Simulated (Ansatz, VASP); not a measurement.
## Two plane-wave programs on Ru

Contents of INCAR:

```
PREC = Accurate
ENCUT = 520
EDIFF = 1E-6
ISMEAR = 0
SIGMA = 0.15
LREAL = False
LASPH = True
NELM = 100
ALGO = Fast
ISIF = 2
LWAVE = False
LCHARG = False
GGA = PS
NBANDS = 21
```

The input KPOINTS:

```
Automatic mesh
0
Gamma
  21 21 12
```

POSCAR

```
Ru
1.0
    2.6186965132      0.0000000000      0.0000000000
   -1.3093482566      2.2678577053      0.0000000000
    0.0000000000      0.0000000000      4.4143367124
Ru
2
Direct
    0.3333333333      0.6666666667      0.2500000000
    0.6666666667      0.3333333333      0.7500000000
```

Input for Ansatz:

```yaml
crystal:
  lattice:
    - [2.6186965132, 0.0, 0.0]
    - [-1.3093482566, 2.2678577053, 0.0]
    - [0.0, 0.0, 4.4143367124]
  atoms:
    - { symbol: Ru, position: [0.3333333333, 0.6666666667, 0.25] }
    - { symbol: Ru, position: [0.6666666667, 0.3333333333, 0.75] }
basis:
  ecutwfc: 420
kpoints:
  mp_grid: { grid: [21, 21, 12] }
hamiltonian:
  xc: pbesol
  pseudopotentials: { kind: paw, azcp: { folder: soft_1 } }
scf:
  occupations: { method: gaussian, width: 0.15 }
output:
  forces: true
  stress: true
  eigenvalues: true
```

Alike in both runs: task single point; functional PBEsol; k mesh 21 × 21 × 12; occupations gaussian, width 0.15 eV; no spin polarisation.

```csv
,VASP,Ansatz
version,VASP 6.6.1,Ansatz 0.2.0
potentials or method,"VASP PAW PBE potentials, release 64 (Ru_pv)","scalar-relativistic, plane waves, PAW"
plane-wave cutoff (eV),520,420
valence electrons in the cell,28,32
```

|  | VASP | Ansatz | Ansatz less VASP |
| --- | --- | --- | --- |
| gap on the k mesh at the Fermi level (eV) | none | none | - |
| pressure (GPa) | 6.7 | 6.7 | +0.02 |
| largest component of the traceless stress (GPa) | 22.65 | 22.68 | +0.025 |

A gap of «none» marks a metal or a gap that the smearing closes. With one functional, cell and mesh, what is left measures potentials, basis and numerics. The two sets of potentials don't hold the same shells in valence. Ansatz warned: «pseudo_functional_mismatch».

Caveats: the PAW data sets were made with another functional, which shifts forces and pressure a little (VASP).
